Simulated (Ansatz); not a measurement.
# CdSe (F-43m) in Ansatz: further runs

The runs below take CdSe through band structure, with HSE03, r2SCAN50.

Program: Ansatz 0.2.0. These are calculated values, not measurements. Logs are shortened: lines on timing, memory, paths and dates and some standing lists are left out, and cuts for length are marked.

### 1 Starting point

Symmetry: F-43m, No. 216, cubic system. Conventional cell: a = 6.141 Å, b = 6.141 Å, c = 6.141 Å, α = 90.00°, β = 90.00°, γ = 90.00°. Cd (site symmetry -43m) is surrounded by 4 Se at 2.66 Å. Around Se (site symmetry -43m) lie 4 Cd at 2.66 Å.

Measurements of this composition are mostly on another form, of space group No. 186.

### 2 Band structure, HSE03

File input.yaml:

```yaml
crystal:
  lattice:
    - [0.0, 3.0702711986, 3.0702711986]
    - [3.0702711986, 0.0, 3.0702711986]
    - [3.0702711986, 3.0702711986, 0.0]
  atoms:
    - { symbol: Cd, position: [0.0, 0.0, 0.0] }
    - { symbol: Se, position: [0.25, 0.25, 0.25] }
hamiltonian:
  xc: { exchange: pbe, correlation: pbe, exx: { coeff: 0.25, omega: 0.3 } }
  pseudopotentials: { kind: paw }
kpoints:
  mp_grid: { grid: [4, 4, 4] }
  band_path:
    path:
      - [[0.0, 0.0, 0.0], [0.5, 0.0, 0.5], [0.5, 0.25, 0.75], [0.375, 0.375, 0.75], [0.0, 0.0, 0.0], [0.5, 0.5, 0.5], [0.625, 0.25, 0.625], [0.5, 0.25, 0.75], [0.5, 0.5, 0.5], [0.375, 0.375, 0.75]]
      - [[0.625, 0.25, 0.625], [0.5, 0.0, 0.5]]
    npoints: 4
scf:
  occupations: { method: fermi_dirac, width: 0.05 }
  n_extra_bands: 6
output:
  forces: true
  stress: true
  eigenvalues: true
  fatbands: false
```

Potentials or basis: Ansatz PAW.

Run with:

```
> ansatz run input.yaml --threads 2 --pin off --max-ram 5632MiB --backend cpu --events-out ev --progress --plain --runs-dir out
```

Standard output:

```text
Warning: output.stress: scf.convergence.dr2_threshold = 1e-7 eV (the SCF's general default) is looser than the 2e-10 eV advised for a printed stress (1e-10 eV for each atom of the cell: 2). What an SCF threshold leaves in a stress goes as its square root, and in the free energy as the threshold itself, and one threshold admits the most on a small cell: of the crystals measured, under no hybrid functional and no lock of the moments, on runs that ended without the residual-converged pass, on stresses that held no estimate of that error, the worst erred by over 100 MPa in a component at 1e-7 eV an atom and by under 5 at 1e-10. Set scf.convergence.dr2_threshold to 2e-10 eV or tighter. The threshold is an SCF's pass mark: one that does not reach it within its budget of iterations ends unconverged, or closes short of it on a stop that the run arms, and scf.convergence.dr2_threshold's page says what that costs each kind of run
Warning: output.stress: scf.exx.energy_threshold = 1e-6 eV is looser than the 2e-8 eV advised for a stress under a hybrid functional (1e-8 eV for each atom of the cell: 2). Every SCF of the exchange loop can meet its threshold on dr2 while the loop round them stops early: no threshold on dr2 bounds what that leaves in the stress. Set scf.exx.energy_threshold to 2e-8 eV or tighter. The threshold is the loop's pass mark: a loop that does not reach it within its budget of cycles ends unconverged, and scf.exx.energy_threshold's page has the law
Warning: RAYON_NUM_THREADS=2 ignored (pool sized by the plan → 2); use --threads N
scf.n_extra_bands = 6 over 18 filled bands (N_el = 36.0): the run solves 24 bands
Engine: ansatz 0.2.0, x86_64-unknown-linux-gnu
Pseudopotentials: kind: paw
Pseudopotential: Cd, paw, valence charge 20, recommended cutoff 420 eV (normal), Cd.paw.azcp
Pseudopotential: Se, paw, valence charge 16, recommended cutoff 420 eV (normal), Se.paw.azcp
Functional definition: unnamed
  parameter a_1 = 0.25
  parameter omega_1 = 0.3/angstrom
  exchange = pbe_x + (-a_1)*pbe_x_sr(omega_1) + a_1*exact_x_sr(omega_1)
  correlation = pbe_c
Crystal: 2 atoms, lattice volume = 57.884 Å³
Basis set: ecut = 420 eV, 1139 PW (Γ), exchange–correlation on 60×60×60 points (8 copies of the dense FFT grid, shifted against one another)
Bands: 24, of which v1, the nominal top of the filled ones, is band 18 counted from 1 (17 counted from 0)
Symmetry: 24 space group operations
Space group: F-43m (ITA 216), of the structure as read, at distance tolerance 3.9e-5 Å
k-points: 8 of 64 (time reversal used)
Non-local potential: Cd, projectors of the file, l = 0: 3, l = 1: 2, l = 2: 2, l = 3: 1
Non-local potential: Se, projectors of the file, l = 0: 2, l = 1: 2, l = 2: 3, l = 3: 1
PAW form: soft (Blöchl's): semilocal exchange-correlation on the pseudo side does not see the compensation charge
PAW frozen core: Cd, regenerated for the run's functional, and the local potential with it (the file was generated under x = pbe(κ = 0.804, μ = 0.2195149727645171), c = pbe(β = 0.06672455060314922))
PAW frozen core: Se, regenerated for the run's functional, and the local potential with it (the file was generated under x = pbe(κ = 0.804, μ = 0.2195149727645171), c = pbe(β = 0.06672455060314922))
PAW one-centre angular grid: Cd, 590 points (default); XC on 64 Gauss nodes
PAW one-centre angular grid: Se, 590 points (default); XC on 64 Gauss nodes
Initial density: superposition of atomic densities (neutral atoms: chi_scale 0, normalization atom), corrected by the library's trained network
Initial wavefunctions: pseudopotential atomic-orbital guess
Functional: x = pbe(κ = 0.804, μ = 0.2195149727645171), c = pbe(β = 0.06672455060314922), warm-up for x = pbe(κ = 0.804, μ = 0.2195149727645171) + 0.25 (exact − pbe) at short range (hse, ω = 0.3 Å⁻¹), c = pbe(β = 0.06672455060314922)
SCF iter   1: F=—  HF=-13724.742350 eV  |F-HF|=—  |Δ(HF+E_count)|=         —  Δρ=8.25e-4  dr2=2.97e-4  ethr=1.77e-3  ⟨swp⟩=11.4  Hψ=847  notcnv=0
preconditioner: auto → none  [insulator: Δε(μ)=0.534 eV  Ē_g=13.621 eV  σ=0.050 eV  W_gap=0.99  n_scr=14 (ndim 8)  ℏωp=20.7 eV  f_vac=0.215  D(μ)=0.01/eV (n_scr^D=0)]
iter 2 solved again at ethr=4.09e-8 eV; its pass at ethr=8.24e-7 eV (dr2=1.47e-5 eV) is discarded
SCF iter   2: F=-13724.742464 eV  HF=-13724.742424 eV  |F-HF|=3.99e-5  |Δ(HF+E_count)|=   7.34e-5  Δρ=1.98e-4  dr2=1.47e-5  ethr=4.09e-8  ⟨swp⟩=2.1  Hψ=956  notcnv=0  defer=1
SCF 1 stopped early in 2 iterations: F = -13724.742464 eV  dr2 = 1.47e-5
Initial density: handed on by an earlier stage of this run
Initial wavefunctions: those handed on with the density
Functional: x = pbe(κ = 0.804, μ = 0.2195149727645171) + 0.25 (exact − pbe) at short range (hse, ω = 0.3 Å⁻¹), c = pbe(β = 0.06672455060314922)
Exchange kernel: α = 0.2500, screened, ω = 0.3000 Å⁻¹, Wigner–Seitz truncation, v(0) = 502.5685 eV·Å³, q-mesh 4×4×4, nearest image of the exchange supercell L = 17.37 Å, pair-density grid 18×18×18, without the augmentation charges, whose exchange is taken in its separable form by FFT convolution over the k-point mesh (sized by the pseudopotential files, 24×24×24 at the most), smooth part of the exact exchange by density-matrix convolution
Frozen-core exchange: fock
SCF iter   1: F=—  HF=-13730.049135 eV  |F-HF|=—  |Δ(HF+E_count)|=         —  Δρ=6.19e-3  dr2=1.83e-2  ethr=4.08e-7  ⟨swp⟩=6.4  Hψ=877  notcnv=0
preconditioner: auto → none  [insulator: Δε(μ)=1.287 eV  Ē_g=15.346 eV  σ=0.050 eV  W_gap=1.00  n_scr=14 (ndim 8)  ℏωp=20.7 eV  f_vac=0.215  D(μ)=0.00/eV (n_scr^D=0)]
SCF iter   2: F=—  HF=-13730.040165 eV  |F-HF|=—  |Δ(HF+E_count)|=   8.97e-3  Δρ=2.34e-3  dr2=1.57e-3  ethr=4.08e-7  ⟨swp⟩=4.0  Hψ=638  notcnv=0
SCF iter   3: F=—  HF=-13730.046662 eV  |F-HF|=—  |Δ(HF+E_count)|=   6.50e-3  Δρ=1.47e-3  dr2=6.82e-4  ethr=4.08e-7  ⟨swp⟩=4.0  Hψ=582  notcnv=0
SCF iter   4: F=—  HF=-13730.046562 eV  |F-HF|=—  |Δ(HF+E_count)|=   1.00e-4  Δρ=5.14e-4  dr2=8.73e-5  ethr=4.08e-7  ⟨swp⟩=3.0  Hψ=439  notcnv=0
SCF iter   5: F=—  HF=-13730.046558 eV  |F-HF|=—  |Δ(HF+E_count)|=   3.52e-6  Δρ=1.19e-5  dr2=1.10e-5  ethr=1.92e-7  ⟨swp⟩=2.0  Hψ=339  notcnv=0
SCF iter   6: F=-13730.046648 eV  HF=-13730.046653 eV  |F-HF|=4.76e-6  |Δ(HF+E_count)|=   9.44e-5  Δρ=1.15e-4  dr2=6.53e-6  ethr=1.34e-10  ⟨swp⟩=5.0  Hψ=776  notcnv=0
SCF 2 stopped early in 6 iterations: F = -13730.046648 eV  dr2 = 6.53e-6
hybrid outer 1: dexx = +7.528e-3 eV, tail = 6.56e-5 eV
Exchange kernel: α = 0.2500, screened, ω = 0.3000 Å⁻¹, Wigner–Seitz truncation, v(0) = 502.5685 eV·Å³, q-mesh 4×4×4, nearest image of the exchange supercell L = 17.37 Å, pair-density grid 18×18×18, without the augmentation charges, whose exchange is taken in its separable form by FFT convolution over the k-point mesh (sized by the pseudopotential files, 24×24×24 at the most), smooth part of the exact exchange by density-matrix convolution
Frozen-core exchange: fock
SCF iter   1: F=—  HF=-13730.046846 eV  |F-HF|=—  |Δ(HF+E_count)|=         —  Δρ=4.68e-5  dr2=3.80e-7  ethr=9.11e-7  ⟨swp⟩=3.2  Hψ=399  notcnv=0
preconditioner: auto → none  [insulator: Δε(μ)=1.313 eV  Ē_g=15.280 eV  σ=0.050 eV  W_gap=1.00  n_scr=14 (ndim 8)  ℏωp=20.7 eV  f_vac=0.216  D(μ)=0.00/eV (n_scr^D=0)]
SCF iter   2: F=—  HF=-13730.046847 eV  |F-HF|=—  |Δ(HF+E_count)|=   8.38e-7  Δρ=2.20e-5  dr2=1.86e-7  ethr=8.78e-10  ⟨swp⟩=4.0  Hψ=605  notcnv=0
SCF iter   3: F=—  HF=-13730.046847 eV  |F-HF|=—  |Δ(HF+E_count)|=   3.46e-8  Δρ=9.01e-6  dr2=1.80e-8  ethr=4.33e-10  ⟨swp⟩=3.0  Hψ=406  notcnv=0
SCF iter   4: F=-13730.046847 eV  HF=-13730.046847 eV  |F-HF|=1.50e-9  |Δ(HF+E_count)|=   2.00e-9  Δρ=4.37e-6  dr2=4.41e-9  ethr=4.47e-11  ⟨swp⟩=3.1  Hψ=439  notcnv=0  defer=1
SCF 3 converged in 4 iterations: F = -13730.046847 eV  dr2 = 4.41e-9
  Residual-converged pass: ⟨swp⟩=2.5  Hψ=344  notcnv=0  max |occ|·‖R‖ = 2.3e-6 eV (tolerance 2.4e-6 eV)  dr2=4.44e-9  dr2_onsite=1.98e-9  max |Δocc| = 3.4e-16
hybrid outer 2: dexx = +4.816e-7 eV, tail = 3.45e-8 eV, Δε = 4.59e-3 eV (about 1.70e-4 eV left of the loop's levels)
NSCF: frozen V_eff on 42 k-points
hybrid SCF converged: 2 outer / 10 inner (+2 warm-up), last move |dexx| = 4.82e-7 eV, tail = 3.45e-8 eV
Stability not checked: this state was not tested for a lower state beside it, because the functional holds exact exchange (a hybrid, or Hartree-Fock), whose exchange loop this test does not read (fock_operator; see scf.lower_state_search)
Free energy (F): -13730.046847 eV
Frozen-core exchange: fock
Harris-Foulkes:  -13730.046847 eV  (|F-HF|=1.50e-9)
Internal energy: -13730.046847 eV  (E = F + TS)
E sigma→0 (E₀):  -13730.046847 eV
Entropy (-TS):   -0.000000 eV (-0.000 meV/atom)
Fermi energy:    7.300942 eV
--- Per-component energies (eV) ---
  E_band       = -1000.177876
  E_kinetic    = 623.762179
  E_local      = -6446.691604  (includes V_loc(G=0)·N_el)
  E_nonlocal   = -562.152263
  E_hartree    = 3065.043678
  E_xc         = -228.021532
  E_vxc        = -257.024629  (∫ρ·V_xc dr)
  E_exx        = -150.204662  (= α·E_x^exact, valence–valence)
  E_paw        = -5901.824367  (= ΣΔE_a)
  E_vpaw       = -187.748124  (= ΣTr[D̂ρ^β])
  E_aug_tail   = -0.000613  (compensation charges beyond the density's cutoff)
  E_ewald      = -4128.286353
  E_core_change = -1.671312  (= ΣΔE_core)
  E_smearing   = -0.000000  (= −TS)
  E_closure    = 0.000001  (closes the sum)
  Σ components = -13730.046847   (vs F -13730.046847, Δ=0.00e0)
--- Forces (eV/Å), atoms counted from 1 ---
  atom   1  Cd     0.00000000    -0.00000000     0.00000000
  atom   2  Se    -0.00000000     0.00000000     0.00000000
  max |Σ_I F_I| component: 7.86e-17 eV/Å
--- Stress (GPa, compression-positive) ---
        0.401316      -0.000000      -0.000000
       -0.000000       0.401316       0.000000
       -0.000000       0.000000       0.401316
  P = ⅓ Tr σ = 0.4013 GPa (4.013 kbar)
--- Band table (eV; the first three rows and the last of 8) ---
  k-point 0: bands = ["-100.0098", "-59.7379", "-59.7379", "-59.7379", "-43.4705", "-43.4705", "-43.4705", "-43.4669", "-43.4669", "-6.8026", "-2.4178", "-2.4178", "-2.4178", "-2.0731", "-2.0731", "6.6168", "6.6168", "6.6168", "7.9301", "13.3664", "13.3664", "13.3664", "17.2445", "18.5795"]
  k-point 1: bands = ["-100.0098", "-59.7379", "-59.7379", "-59.7378", "-43.4705", "-43.4705", "-43.4705", "-43.4668", "-43.4668", "-6.6166", "-2.3681", "-2.3681", "-2.1887", "-2.0713", "-2.0713", "3.9545", "6.2177", "6.2177", "9.6292", "13.3338", "13.8906", "13.8906", "17.4901", "17.4901"]
  k-point 2: bands = ["-100.0099", "-59.7379", "-59.7379", "-59.7378", "-43.4706", "-43.4705", "-43.4705", "-43.4668", "-43.4668", "-6.4314", "-2.3312", "-2.3312", "-2.0540", "-2.0540", "-1.7559", "2.1890", "5.8707", "5.8707", "9.7552", "13.8518", "13.8518", "14.7857", "17.4507", "19.6215"]
  k-point 7: bands = ["-100.0099", "-59.7380", "-59.7379", "-59.7377", "-43.4706", "-43.4706", "-43.4706", "-43.4668", "-43.4668", "-6.3180", "-2.2484", "-2.2387", "-2.1077", "-2.0662", "-1.5614", "2.6101", "4.3552", "4.4388", "12.4827", "12.4983", "13.9019", "14.9360", "18.0836", "20.0517"]
```

It took 8.4 min on 2 threads of Intel Xeon at 2.50GHz (Skylake/Cascade Lake), shared host; peak memory 0.88 GiB.

What came out:

* Free energy: -13730.0468 eV
* Pressure: 0.4 GPa
* Band gap on the k mesh: 1.31 eV, direct
* Band gap along the path: 1.31 eV, direct

Levels at the corners of the path, in eV from the valence-band top:
```csv
point,band 15,band 16,band 17,band 18,band 19,band 20,band 21,band 22
Γ,-8.69,0.00,0.00,0.00,1.31,6.75,6.75,6.75
X,-8.29,-4.15,-1.85,-1.85,3.81,4.50,9.92,11.16
W,-8.18,-4.01,-2.26,-2.18,5.87,5.88,7.29,8.32
K,-8.21,-4.05,-2.53,-1.51,4.43,5.92,9.01,9.46
Γ,-8.69,0.00,0.00,0.00,1.31,6.75,6.75,6.75
L,-8.37,-4.43,-0.75,-0.75,3.14,7.24,7.24,8.17
U,-8.21,-4.05,-2.53,-1.51,4.43,5.92,9.01,9.46
W,-8.18,-4.01,-2.26,-2.18,5.87,5.88,7.29,8.32
L,-8.37,-4.43,-0.75,-0.75,3.14,7.24,7.24,8.17
K,-8.21,-4.05,-2.53,-1.51,4.43,5.92,9.01,9.46
U,-8.21,-4.05,-2.53,-1.51,4.43,5.92,9.01,9.46
X,-8.29,-4.15,-1.85,-1.85,3.81,4.50,9.92,11.16
```

Caveat: the k mesh is coarse (spacing up to 0.44 Å⁻¹), so the values aren't converged, least of all with exact exchange; the PAW data sets come from PBE, with cores solved anew for the run's functional, which leaves a small shift of forces and pressure; the thresholds are loose for stress.

### 3 Band structure, r2SCAN50

input.yaml: that of step 2 with these lines changed.

```diff
@@ -9,3 +9,3 @@
 hamiltonian:
-  xc: { exchange: pbe, correlation: pbe, exx: { coeff: 0.25, omega: 0.3 } }
+  xc: r2scan50
   pseudopotentials: { kind: paw }
```

Potentials or basis: Ansatz PAW.

Run with:

```
> ansatz run input.yaml --threads 2 --pin off --max-ram 5632MiB --backend cpu --events-out ev --progress --plain --runs-dir out
```

Run time: 9.4 min. Hardware: 2 threads of Intel Xeon at 2.50GHz (Skylake/Cascade Lake), shared host; peak memory 1.1 GiB.

The run converged. Its results:

| Quantity | Value |
| --- | --- |
| Free energy | -13746.1660 eV |
| Pressure | -1.2 GPa |
| Band gap on the k mesh | 3.89 eV, direct |
| Band gap along the path | 3.89 eV, direct |

Levels at the corners of the path, in eV from the valence-band top:
```csv
point,band 15,band 16,band 17,band 18,band 19,band 20,band 21,band 22
Γ,-10.27,0.00,0.00,0.00,3.89,9.62,9.62,9.62
X,-9.79,-4.55,-2.05,-2.05,6.22,7.22,12.97,14.44
W,-9.68,-4.34,-2.55,-2.39,8.41,8.93,10.19,10.98
K,-9.72,-4.40,-2.83,-1.67,7.01,8.78,11.85,12.52
Γ,-10.27,0.00,0.00,0.00,3.89,9.62,9.62,9.62
L,-9.90,-4.89,-0.82,-0.82,5.84,10.05,10.05,10.93
U,-9.72,-4.40,-2.83,-1.67,7.01,8.78,11.85,12.52
W,-9.68,-4.34,-2.55,-2.39,8.41,8.93,10.19,10.98
L,-9.90,-4.89,-0.82,-0.82,5.84,10.05,10.05,10.93
K,-9.72,-4.40,-2.83,-1.67,7.01,8.78,11.85,12.52
U,-9.72,-4.40,-2.83,-1.67,7.01,8.78,11.85,12.52
X,-9.79,-4.55,-2.05,-2.05,6.22,7.22,12.97,14.44
```

Caveat: the k mesh is coarse (spacing up to 0.44 Å⁻¹), so the values aren't converged, least of all with exact exchange; the PAW data sets come from PBE, with cores solved anew for the run's functional, which leaves a small shift of forces and pressure; the thresholds are loose for stress.
